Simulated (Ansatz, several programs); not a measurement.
CdS in the NiAs-type structure, relaxed with PBE in Ansatz (plane waves, PAW): the symmetry is P6_3/mmc (No. 194, hexagonal); a = 3.877 Å, c = 6.478 Å in the conventional setting, 21.08 Å³ an atom. Around Cd lie 6 S at 2.76 Å; around S lie 6 Cd at 2.76 Å. The cell was then scaled with its shape and fractional coordinates held, which makes it stiffer than a relaxed compression. Simulation only: spin-unpolarised, and no claim that this is the phase found in nature.

```csv
V (Å³/atom),E (meV/atom)
19.816,19.07
20.448,4.51
21.081,0.00
22.346,15.01
```

Task: Pass a cubic E = c₀ + c₁u + c₂u² + c₃u³, with u = V − 20.923 Å³, through these points.

Result: c₀ = 0.27, c₁ = -3.418, c₂ = 11.131, c₃ = -1.0174 (meV and Å³).

Task: Where is the minimum, and what bulk modulus follows?

Result: dE/du = 0 at u = +0.157, so V₀ = 21.08 Å³. B = V₀ d²E/dV² = 21.08 × (2c₂ + 6c₃u) = 21.08 × 21.304 = 449 meV/Å³, and 1 meV/Å³ is 0.16022 GPa: 72 GPa. A third-order Birch-Murnaghan fit to all five points gives 21.08 Å³ and 71 GPa.

Task: Predict the energy and the pressure at the withheld volume, 21.713 Å³.

Result: With u = +0.790: E ≈ 4.02 meV and P = −dE/dV ≈ -1.96 GPa. The run gives 3.95 meV and, from its stress, -1.95 GPa.
